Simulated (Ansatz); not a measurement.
## What DFT gives for I

```xyz
2
Lattice="1.8378 3.1831 0.0000 -1.8378 3.1831 0.0000 0.0000 0.0000 6.9316" Properties=species:S:1:pos:R:3 pbc="T T T"
I     0.0000    2.1221    1.7329
I     0.0000    4.2441    5.1987
```

Level: PBE, no spin polarisation; 420 eV; 8×8×4 Γ-centred mesh; cold occupations (width 0.0139 eV); Ansatz 0.2.0, fixed geometry.

Stress: The pressure is -2.1 GPa (compression positive), so with the atoms held at these fractions the cell would first shrink. The principal stresses -3.7, -3.7, 1.0 GPa differ, so its shape would change too.
Contacts: I–I at 3.68 Å: least valence density 0.10 e/Å³ and ELF 0.17 there. Both are smooth PAW fields, read partly inside the augmentation spheres.
At the Fermi level: It is a metal, with about 4.2 states/eV a cell as the mean within 0.25 eV of the Fermi level, mostly I p (99 %).

Origin: a known structure type with other elements, at an estimated volume, so it need not be a known compound. Caveats: many states at the Fermi level without spin polarisation, so a magnetic state may lie lower.
